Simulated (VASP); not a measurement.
# From an Ansatz input to VASP: AlN (strained wurtzite)

Ansatz input

```yaml
crystal:
  lattice:
    - [3.1066937589, -0.077667344, 0.0]
    - [-1.6206087724, 2.7293093889, 0.0]
    - [0.0, 0.0, 4.9785915513]
  atoms:
    - { symbol: Al, position: [0.3359270456, 0.6667427836, -0.0033166583] }
    - { symbol: Al, position: [0.6640729544, 0.3332572164, 0.4966833417] }
    - { symbol: "N", position: [0.3417229694, 0.6673600997, 0.3783166583] }
    - { symbol: "N", position: [0.6582770306, 0.3326399003, 0.8783166583] }
kpoints:
  mp_grid: { grid: [6, 6, 4] }
  band_path:
    path:
      - [0.0, 0.0, 0.0]
      - [0.5, 0.0, 0.0]
      - [0.3333333333, 0.3333333333, 0.0]
      - [0.0, 0.0, 0.5]
      - [0.5, 0.0, 0.5]
      - [0.3333333333, 0.3333333333, 0.5]
      - [-0.005208, -0.005208, 0.0]
    npoints: 1
hamiltonian:
  xc: hse06
scf:
  occupations: { method: fixed }
  n_extra_bands: 5
output:
  forces: true
  stress: true
  eigenvalues: true
```

Problem. Which VASP files do the same job?

Solution. 

INCAR, step 1 (PBE orbitals to start from)

```
SIGMA = 0.01
PREC = Accurate
LWAVE = .TRUE.
LREAL = .FALSE.
ENCUT = 520
LASPH = .TRUE.
ISMEAR = 0
GGA = PE
EDIFF = 1E-5
NELM = 120
NBANDS = 16
LCHARG = .FALSE.
```

INCAR, step 2

```
SIGMA = 0.01
ISIF = 2
ISTART = 1
AEXX = 0.25
HFSCREEN = 0.2079
ISMEAR = 0
LHFCALC = .TRUE.
PREC = Accurate
PRECFOCK = Fast
GGA = PE
IBRION = -1
EDIFF = 1E-7
NSW = 0
NBANDS = 16
LASPH = .TRUE.
ALGO = Normal
LCHARG = .FALSE.
ENCUT = 520
LREAL = .FALSE.
NELM = 120
LWAVE = .FALSE.
```

KPOINTS

```
KPOINTS created by Atomic Simulation Environment
0
Gamma
6 6 4
0 0 0
```

KPOINTS_OPT

```
special points
7
Reciprocal
0.0000000000 0.0000000000 0.0000000000 1
0.5000000000 0.0000000000 0.0000000000 1
0.3333333333 0.3333333333 0.0000000000 1
0.0000000000 0.0000000000 0.5000000000 1
0.5000000000 0.0000000000 0.5000000000 1
0.3333333333 0.3333333333 0.5000000000 1
-0.0052080000 -0.0052080000 0.0000000000 1
```

POSCAR

```
Al N
 1.0000000000000000
     3.1066937589000001   -0.0776673440000000    0.0000000000000000
    -1.6206087724000000    2.7293093889000000    0.0000000000000000
     0.0000000000000000    0.0000000000000000    4.9785915513000001
 Al  N
   2   2
Cartesian
 -0.0369067480091548  1.7936567778210792 -0.0165122868467313
  1.5229917345091553  0.8579852670789202  2.4727834888032687
 -0.0199010154827172  1.7948914703541266  1.8834841185842313
  1.5059860019827176  0.8567505745458729  4.3727798942342311
```

VASP ran with the recommended PBE PAW datasets (16 valence electrons in the cell). Other inputs would serve too.

```
                             Ansatz      VASP
gap between bands v and c   5.58 eV   5.57 eV
         least direct gap   5.58 eV   5.57 eV
                 pressure  -0.6 GPa  -0.8 GPa
```

The two codes use different PAW datasets and cutoffs. VASP's cell holds 16 valence electrons and Ansatz's 16. Ansatz's stress includes a Pulay correction; VASP's doesn't.
